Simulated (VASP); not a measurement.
# AlN (P6_3mc) in VASP: settings compared, part 2 of 2

VASP 6.6.1. The steps go on from the part before.

### Step 3. Relaxation of cell and atoms, r2SCAN

The input, INCAR:

```
ALGO = Normal ; EDIFF = 1E-6
EDIFFG = -0.02 ; ENCUT = 600
IBRION = 2 ; ISIF = 3
ISMEAR = 0 ; LASPH = T
LCHARG = F ; LMIXTAU = T
LREAL = F ; LWAVE = F
METAGGA = R2SCAN ; NELM = 60
NSW = 60 ; PREC = Accurate
SIGMA = 0.02
```

The input, KPOINTS:

```
k-points
0
Gamma
  9 9 5
```

The input, POSCAR:

```
AlN
1.0
    3.1215067000      0.0000000000      0.0000000000
   -1.5607533500      2.7033041000      0.0000000000
    0.0000000000      0.0000000000      5.0397437100
Al N
2 2
Direct
    0.6666666700      0.3333333300      0.5004769300
    0.3333333300      0.6666666700      0.0004769300
    0.6666666700      0.3333333300      0.8795230700
    0.3333333300      0.6666666700      0.3795230700
```

Potentials or basis: VASP PAW PBE potentials, release 64 (Al, N).

Run with:

```sh
$ cat potpaw_PBE.64/Al/POTCAR potpaw_PBE.64/N/POTCAR > POTCAR
$ mpirun -np 1 vasp_std > vasp.out
```

OUTCAR:

```text
EDIFF = 1E-6
   EDIFFG = -0.02
   ENCUT = 600
   IBRION = 2
   ISIF = 3
   ISMEAR = 0
   LASPH = T
   LREAL = F
   METAGGA = R2SCAN
   NELM = 60
   NSW = 60
   PREC = Accurate

 ion  position               nearest neighbor table
   1  0.667  0.333  0.500-   4 1.90   4 1.90   4 1.90   3 1.91   2 3.10   2 3.10   2 3.10   2 3.10
                             2 3.10   2 3.10
   2  0.333  0.667  0.000-   3 1.90   3 1.90   3 1.90   4 1.91   1 3.10   1 3.10   1 3.10   1 3.10
                             1 3.10   1 3.10
   3  0.667  0.333  0.880-   2 1.90   2 1.90   2 1.90   1 1.91
   4  0.333  0.667  0.380-   1 1.90   1 1.90   1 1.90   2 1.91

  LATTYP: Found a hexagonal cell.
 ALAT       =     3.1215067000
 C/A-ratio  =     1.6145227912

  Lattice vectors:

 A1 = (   3.1215067000,   0.0000000000,   0.0000000000)
 A2 = (  -1.5607533500,   2.7033041000,   0.0000000000)
 A3 = (   0.0000000000,   0.0000000000,   5.0397437100)

Analysis of symmetry for initial positions (statically):
=====================================================================
 Subroutine PRICEL returns:
 Original cell was already a primitive cell.

 Routine SETGRP: Setting up the symmetry group for a
 hexagonal supercell.

 Subroutine GETGRP returns: Found 12 space group operations
 (whereof  6 operations were pure point group operations)
 out of a pool of 24 trial point group operations.

The static configuration has the point symmetry C_3v.
 The point group associated with its full space group is C_6v.

Analysis of symmetry for dynamics (positions and initial velocities):
=====================================================================
 Subroutine PRICEL returns:
 Original cell was already a primitive cell.

 Routine SETGRP: Setting up the symmetry group for a
 hexagonal supercell.
[... 151 lines left out ...]

 number of electron      16.0000000 magnetization

 Free energy of the ion-electron system (eV)
  ---------------------------------------------------
  ext. energy  EPLUGINS =         0.00000000
  ---------------------------------------------------
  free energy    TOTEN  =       -38.44027246 eV

  energy without entropy =      -38.44027246  energy(sigma->0) =      -38.44027246

------------------------ aborting loop because EDIFF is reached ----------------------------------------

  FORCE on cell =-STRESS in cart. coord.  units (eV):
  Direction    XX          YY          ZZ          XY          YZ          ZX
  --------------------------------------------------------------------------------------
  -------------------------------------------------------------------------------------
  Total       -1.1181472     -1.1181472     -1.4274905      0.0000000      0.0000000      0.0000000
  in kB      -42.1251969    -42.1251969    -53.7794284      0.0000000      0.0000000      0.0000000
  external PRESSURE =     -46.0099407 kB  Pullay stress =       0.0000000 kB
[... 177 lines left out ...]
--------------------------------------- Ionic step        6  -------------------------------------------

 number of electron      15.9999999 magnetization

 Free energy of the ion-electron system (eV)
  ---------------------------------------------------
  ext. energy  EPLUGINS =         0.00000000
  ---------------------------------------------------
  free energy    TOTEN  =       -38.45624124 eV

  energy without entropy =      -38.45624124  energy(sigma->0) =      -38.45624124

 E-fermi :   6.0354     XC(G=0): -11.4242

 val. band max:        5.9343618192   @ k =   0.0000   0.0000   0.0000
 cond. band min:      10.8694859509   @ k =   0.0000   0.0000   0.0000
 fundamental gap:      4.9351241316
 Fermi energy:         6.0354373376

 k-point     1 :       0.0000    0.0000    0.0000
  band No.  band energies     occupation
      1     -10.0573      2.00000
      2      -7.9295      2.00000
      3      -0.1426      2.00000
      4       5.0478      2.00000
      5       5.0478      2.00000
      6       5.7093      2.00000
      7       5.7093      2.00000
      8       5.9344      2.00000
      9      10.8695      0.00000
     10      13.4871      0.00000
     11      17.5631      0.00000
     12      17.9890      0.00000
[... 331 lines left out ...]
 k-point    24 :       0.3333    0.3333    0.2000
  band No.  band energies     occupation
      1      -7.5646      2.00000
      2      -7.5646      2.00000
      3       1.2045      2.00000
      4       1.6220      2.00000
      5       1.6220      2.00000
      6       3.0836      2.00000
      7       4.2027      2.00000
      8       4.2027      2.00000
      9      12.1985      0.00000
     10      15.0062      0.00000
     11      15.7374      0.00000
     12      15.7374      0.00000

 [... further k-points ...]

------------------------ aborting loop because EDIFF is reached ----------------------------------------

  FORCE on cell =-STRESS in cart. coord.  units (eV):
  Direction    XX          YY          ZZ          XY          YZ          ZX
  --------------------------------------------------------------------------------------
  -------------------------------------------------------------------------------------
  Total        0.0010309      0.0010309      0.0207885      0.0000000      0.0000000      0.0000000
  in kB        0.0397564      0.0397564      0.8017296      0.0000000      0.0000000      0.0000000
  external PRESSURE =       0.2937474 kB  Pullay stress =       0.0000000 kB
[... 19 lines left out ...]
  FREE ENERGIE OF THE ION-ELECTRON SYSTEM (eV)
  ---------------------------------------------------
  free  energy   TOTEN  =       -38.4562412361 eV

  energy  without entropy=      -38.4562412361  energy(sigma->0) =      -38.45624124

 reached required accuracy - stopping structural energy minimisation
```

CONTCAR:

```text
AlN
   1.00000000000000
     3.1051756761329767    0.0000000000000000    0.0000000000000000
    -1.5525878380664884    2.6891610184658248    0.0000000000000000
    -0.0000000000000000    0.0000000000000000    4.9751151840013623
  Al              N
     2     2
Direct
     0.6666666699999979    0.3333333300000021    0.4991954408197845
     0.3333333300000021    0.6666666699999979    0.9991954408197846
     0.6666666699999979    0.3333333300000021    0.8808045591802108
     0.3333333300000021    0.6666666699999979    0.3808045591802110

  0.00000000E+00  0.00000000E+00  0.00000000E+00
  0.00000000E+00  0.00000000E+00  0.00000000E+00
  0.00000000E+00  0.00000000E+00  0.00000000E+00
  0.00000000E+00  0.00000000E+00  0.00000000E+00
```

Wall time 4.7 min (1 thread of Intel Xeon Platinum 8488C (Sapphire Rapids), shared host); peak memory 0.19 GiB.

What came out:

```
Free energy                            : -38.4562 eV
Relaxed volume                         : 10.39 Å³/atom
Relaxed cell                           : a = 3.105 Å, b = 3.105 Å, c = 4.975 Å, α = 90.00°, β = 90.00°, γ = 120.00°
Space group after relaxing (to 0.05 Å) : P6_3mc (No. 186)
Energy gained by relaxing              : 4.0 meV/atom
Ionic steps                            : 6
Pressure after relaxing                : 0.0 GPa
Largest force after relaxing           : 0.005 eV/Å
Band gap on the k mesh                 : 4.94 eV, direct
```

Forces on the atoms (eV/Å):
```
Al   0.000  0.000 -0.005
Al   0.000  0.000 -0.005
N    0.000  0.000  0.005
N    0.000  0.000  0.005
```

The path:
```tsv
step	energy change (eV)	largest force (eV/Å)	pressure (GPa)	volume (Å³)
1	0.0000	0.0777	-4.60	42.53
2	-0.0023	0.0383	4.77	40.68
3	-0.0149	0.0575	0.08	41.55
4	-0.0149	0.0571	0.17	41.53
5	-0.0158	0.0263	0.09	41.54
6	-0.0160	0.0050	0.03	41.54
```

Final structure:
```
Al N
1.0
     3.10518    0.00000    0.00000
    -1.55259    2.68916    0.00000
     0.00000    0.00000    4.97512
Al N
2 2
Direct
  0.66667 0.33333 0.49920
  0.33333 0.66667 0.99920
  0.66667 0.33333 0.88080
  0.33333 0.66667 0.38080
```

Levels at points of the mesh, in eV from the valence-band top:
| k point | band 5 | band 6 | band 7 | band 8 | band 9 | band 10 | band 11 | band 12 |
| --- | --- | --- | --- | --- | --- | --- | --- | --- |
| (0.00, 0.00, 0.00) | -0.89 | -0.23 | -0.23 | 0.00 | 4.94 | 7.55 | 11.63 | 12.05 |

Caveat: the PAW data sets were made with another functional, which shifts forces and pressure a little.

### Step 4. Relaxation of cell and atoms, PBEsol

The input, INCAR:

```
PREC = Accurate
ENCUT = 600
EDIFF = 1E-6
ISMEAR = 0
SIGMA = 0.02
LREAL = False
LASPH = True
NELM = 60
ALGO = Fast
ISIF = 3
LWAVE = False
LCHARG = False
GGA = PS
IBRION = 2
NSW = 40
EDIFFG = -0.01
```

The input, KPOINTS:

```
regular mesh
0
Gamma
  3 3 2
```

POSCAR is that of step 3.

Potentials or basis: VASP PAW PBE potentials, release 64 (Al, N).

Run with:

```sh
$ cat potpaw_PBE.64/Al/POTCAR potpaw_PBE.64/N/POTCAR > POTCAR
$ mpirun -np 1 vasp_std > vasp.out
```

OUTCAR:

```text
PREC = Accurate
   ENCUT = 600
   EDIFF = 1E-6
   ISMEAR = 0
   LREAL = False
   LASPH = True
   NELM = 60
   ISIF = 3
   GGA = PS
   IBRION = 2
   NSW = 40
   EDIFFG = -0.01

 ion  position               nearest neighbor table
   1  0.667  0.333  0.500-   4 1.90   4 1.90   4 1.90   3 1.91   2 3.10   2 3.10   2 3.10   2 3.10
                             2 3.10   2 3.10
   2  0.333  0.667  0.000-   3 1.90   3 1.90   3 1.90   4 1.91   1 3.10   1 3.10   1 3.10   1 3.10
                             1 3.10   1 3.10
   3  0.667  0.333  0.880-   2 1.90   2 1.90   2 1.90   1 1.91
   4  0.333  0.667  0.380-   1 1.90   1 1.90   1 1.90   2 1.91

  LATTYP: Found a hexagonal cell.
 ALAT       =     3.1215067000
 C/A-ratio  =     1.6145227912

  Lattice vectors:

 A1 = (   3.1215067000,   0.0000000000,   0.0000000000)
 A2 = (  -1.5607533500,   2.7033041000,   0.0000000000)
 A3 = (   0.0000000000,   0.0000000000,   5.0397437100)

Analysis of symmetry for initial positions (statically):
=====================================================================
 Subroutine PRICEL returns:
 Original cell was already a primitive cell.

 Routine SETGRP: Setting up the symmetry group for a
[... 151 lines left out ...]

 Free energy of the ion-electron system (eV)
  ---------------------------------------------------
  ext. energy  EPLUGINS =         0.00000000
  ---------------------------------------------------
  free energy    TOTEN  =       -31.11150001 eV

  energy without entropy =      -31.11150001  energy(sigma->0) =      -31.11150001

------------------------ aborting loop because EDIFF is reached ----------------------------------------

  FORCE on cell =-STRESS in cart. coord.  units (eV):
  Direction    XX          YY          ZZ          XY          YZ          ZX
  --------------------------------------------------------------------------------------
  -------------------------------------------------------------------------------------
  Total       -0.5412791     -0.5412791     -1.4047613      0.0000000     -0.0000000      0.0000000
  in kB      -20.3922078    -20.3922078    -52.9231255      0.0000000     -0.0000000      0.0000000
  external PRESSURE =     -31.2358470 kB  Pullay stress =       0.0000000 kB
[... 139 lines left out ...]
--------------------------------------- Ionic step        5  -------------------------------------------

 number of electron      16.0000000 magnetization

 Free energy of the ion-electron system (eV)
  ---------------------------------------------------
  ext. energy  EPLUGINS =         0.00000000
  ---------------------------------------------------
  free energy    TOTEN  =       -31.12889552 eV

  energy without entropy =      -31.12889552  energy(sigma->0) =      -31.12889552

 E-fermi :   6.3585     XC(G=0): -11.0921

 val. band max:        6.2026052644   @ k =   0.0000   0.0000   0.0000
 cond. band min:      10.2225060645   @ k =   0.0000   0.0000   0.0000
 fundamental gap:      4.0199008001
 Fermi energy:         6.3585195516

 k-point     1 :       0.0000    0.0000    0.0000
  band No.  band energies     occupation
      1      -9.0668      2.00000
      2      -6.8274      2.00000
      3       0.0779      2.00000
      4       5.1714      2.00000
      5       5.1714      2.00000
      6       5.8614      2.00000
      7       5.8614      2.00000
      8       6.2026      2.00000
      9      10.2225      0.00000
     10      12.5412      0.00000
     11      16.6911      0.00000
     12      16.9840      0.00000
[... 104 lines left out ...]
  FREE ENERGIE OF THE ION-ELECTRON SYSTEM (eV)
  ---------------------------------------------------
  free  energy   TOTEN  =       -31.1288955245 eV

  energy  without entropy=      -31.1288955245  energy(sigma->0) =      -31.12889552

 reached required accuracy - stopping structural energy minimisation
```

It took 18 s on 1 thread of AMD EPYC 9R14 (Zen 4), shared host; peak memory 0.14 GiB.

What came out:

* Free energy: -31.1289 eV
* Relaxed volume: 10.45 Å³/atom
* Relaxed cell: a = 3.124 Å, b = 3.124 Å, c = 4.946 Å, α = 90.00°, β = 90.00°, γ = 120.00°
* Space group after relaxing (to 0.05 Å): P6_3mc (No. 186)
* Energy gained by relaxing: 4.3 meV/atom
* Ionic steps: 5
* Pressure after relaxing: -0.1 GPa
* Largest force after relaxing: 0.004 eV/Å
* Band gap on the k mesh: 4.02 eV, direct

Forces on the atoms (eV/Å):
```
Al   0.000  0.000  0.004
Al   0.000  0.000  0.004
N    0.000  0.000 -0.004
N    0.000  0.000 -0.004
```

The path:
| step | energy change (eV) | largest force (eV/Å) | pressure (GPa) | volume (Å³) |
| --- | --- | --- | --- | --- |
| 1 | 0.0000 | 0.1522 | -3.12 | 42.53 |
| 2 | -0.0100 | 0.1070 | 2.78 | 41.26 |
| 3 | -0.0125 | 0.1194 | 0.92 | 41.64 |
| 4 | -0.0168 | 0.0386 | 0.25 | 41.75 |
| 5 | -0.0174 | 0.0041 | -0.11 | 41.80 |

Final structure:
```
Al N
1.0
     3.12402    0.00000    0.00000
    -1.56201    2.70548    0.00000
     0.00000    0.00000    4.94612
Al N
2 2
Direct
  0.66667 0.33333 0.49732
  0.33333 0.66667 0.99732
  0.66667 0.33333 0.88268
  0.33333 0.66667 0.38268
```

Levels at points of the mesh, in eV from the valence-band top:
| k point | band 6 | band 7 | band 8 | band 9 | band 10 | band 11 |
| --- | --- | --- | --- | --- | --- | --- |
| (0.00, 0.00, 0.00) | -0.34 | -0.34 | 0.00 | 4.02 | 6.34 | 10.49 |
| (0.00, 0.00, 0.50) | -0.70 | -0.70 | -0.70 | 6.24 | 6.24 | 10.13 |

Caveat: the k mesh is coarse (spacing up to 0.77 Å⁻¹), so the values aren't converged; the PAW data sets were made with another functional, which shifts forces and pressure a little. Expect the measured gap to be larger: semilocal functionals such as PBEsol lack the derivative discontinuity.

### Step 5. Relaxation of cell and atoms, LDA

The input, INCAR:

```
  PREC = Accurate
  ENCUT = 300
  EDIFF = 1E-6
  ISMEAR = 0
  SIGMA = 0.02
  LREAL = False
  LASPH = True
  NELM = 80
  ALGO = Normal
  ISIF = 3
  LWAVE = False
  LCHARG = False
  GGA = CA
  IBRION = 2
  NSW = 60
  EDIFFG = -0.01
```

The input, KPOINTS:

```
Automatic mesh
0
Gamma
  5 5 3
```

POSCAR is that of step 4.

Potentials or basis: VASP PAW LDA potentials, release 64 (Al, N).

Run with:

```sh
$ cat potpaw_LDA.64/Al/POTCAR potpaw_LDA.64/N/POTCAR > POTCAR
$ mpirun -np 1 vasp_std > vasp.out
```

OUTCAR:

```text
PREC = Accurate
   ENCUT = 300
   EDIFF = 1E-6
   ISMEAR = 0
   LREAL = False
   LASPH = True
   NELM = 80
   ISIF = 3
   GGA = CA
   IBRION = 2
   NSW = 60
   EDIFFG = -0.01

 ion  position               nearest neighbor table
   1  0.667  0.333  0.500-   4 1.90   4 1.90   4 1.90   3 1.91   2 3.10   2 3.10   2 3.10   2 3.10
                             2 3.10   2 3.10
   2  0.333  0.667  0.000-   3 1.90   3 1.90   3 1.90   4 1.91   1 3.10   1 3.10   1 3.10   1 3.10
                             1 3.10   1 3.10
   3  0.667  0.333  0.880-   2 1.90   2 1.90   2 1.90   1 1.91
   4  0.333  0.667  0.380-   1 1.90   1 1.90   1 1.90   2 1.91

  LATTYP: Found a hexagonal cell.
 ALAT       =     3.1215067000
 C/A-ratio  =     1.6145227912

  Lattice vectors:

 A1 = (   3.1215067000,   0.0000000000,   0.0000000000)
[... 179 lines left out ...]
  Total       -7.5101541     -7.5101541     -7.8044085      0.0000000      0.0000000      0.0000000
  in kB     -282.9383413   -282.9383412   -294.0241154      0.0000000      0.0000000      0.0000000
  external PRESSURE =    -286.6335993 kB  Pullay stress =       0.0000000 kB
[... 291 lines left out ...]
--------------------------------------- Ionic step        9  -------------------------------------------

 number of electron      16.0000014 magnetization

 Free energy of the ion-electron system (eV)
  ---------------------------------------------------
  ext. energy  EPLUGINS =         0.00000000
  ---------------------------------------------------
  free energy    TOTEN  =       -33.18475110 eV

  energy without entropy =      -33.18475110  energy(sigma->0) =      -33.18475110

 E-fermi :   6.9650     XC(G=0): -11.6408

 val. band max:        6.8295115674   @ k =   0.0000   0.0000   0.0000
 cond. band min:      11.7805900423   @ k =   0.0000   0.0000   0.0000
 fundamental gap:      4.9510784749
 Fermi energy:         6.9650375547

 k-point     1 :       0.0000    0.0000    0.0000
  band No.  band energies     occupation
      1      -8.8490      2.00000
      2      -6.3367      2.00000
      3       0.3345      2.00000
      4       5.8631      2.00000
      5       5.8631      2.00000
      6       6.5322      2.00000
      7       6.5322      2.00000
      8       6.8295      2.00000
      9      11.7806      0.00000
     10      14.0807      0.00000
     11      18.0831      0.00000
     12      18.3557      0.00000
[... 164 lines left out ...]
  FREE ENERGIE OF THE ION-ELECTRON SYSTEM (eV)
  ---------------------------------------------------
  free  energy   TOTEN  =       -33.1847511005 eV

  energy  without entropy=      -33.1847511005  energy(sigma->0) =      -33.18475110

 reached required accuracy - stopping structural energy minimisation
```

OSZICAR:

```text
N       E                     dE             d eps       ncg     rms          rms(c)
DAV:   1     0.278610229674E+02    0.27861E+02   -0.54765E+03   240   0.752E+02
DAV:   2    -0.346988749703E+02   -0.62560E+02   -0.58857E+02   324   0.178E+02
DAV:   3    -0.371969176099E+02   -0.24980E+01   -0.24921E+01   308   0.389E+01
[... 69 lines left out ...]
DAV:   1    -0.331849736431E+02   -0.52514E-03   -0.12705E-02   244   0.107E+00    0.940E-02
DAV:   2    -0.331847750597E+02    0.19858E-03   -0.67216E-04   280   0.225E-01    0.334E-02
DAV:   3    -0.331847555423E+02    0.19517E-04   -0.57069E-05   268   0.612E-02    0.115E-02
DAV:   4    -0.331847516035E+02    0.39388E-05   -0.77759E-06   260   0.236E-02    0.458E-03
DAV:   5    -0.331847511005E+02    0.50305E-06   -0.10149E-06   120   0.917E-03
   9 F= -.33184751E+02 E0= -.33184751E+02  d E =-.102327E-03
```

Run time: 7.4 s. Hardware: 1 thread of Intel Xeon Platinum 8488C (Sapphire Rapids), shared host; peak memory 0.11 GiB.

The run converged, but a check on its numbers failed (symmetry, net force, bounds or a known fault of this set-up), so they aren't taken as properties of the crystal.

Caveat: the k mesh is coarse (spacing up to 0.46 Å⁻¹), so the values aren't converged; the cutoff lies under the usual one of these potentials, so the numbers hold a large basis-set error; an odd mesh through Γ misses points on the zone boundary, where band edges often lie.

### Step 6. Summary

```csv
level,k mesh,mesh quality,gap on the mesh (eV),pressure (GPa),relaxed volume (Å³/atom),largest force (eV/Å)
PBE,9 × 9 × 5,not flagged,4.06,0.0,10.62,0.01
r2SCAN,9 × 9 × 5,not flagged,4.94,0.0,10.39,0.01
PBEsol,3 × 3 × 2,coarse,4.02,-0.1,10.45,-
```

Alike in all rows: task relaxation of cell and atoms; potentials or basis VASP PAW PBE potentials, release 64 (Al, N); no spin polarisation; cell relaxed; cutoff (eV) 600; smearing gaussian 0.02 eV.

Caveats: some runs use coarse meshes; the PAW data sets were made with another functional, which shifts forces and pressure a little (some runs).

Absolute energies hang on the potentials; compare differences alone.
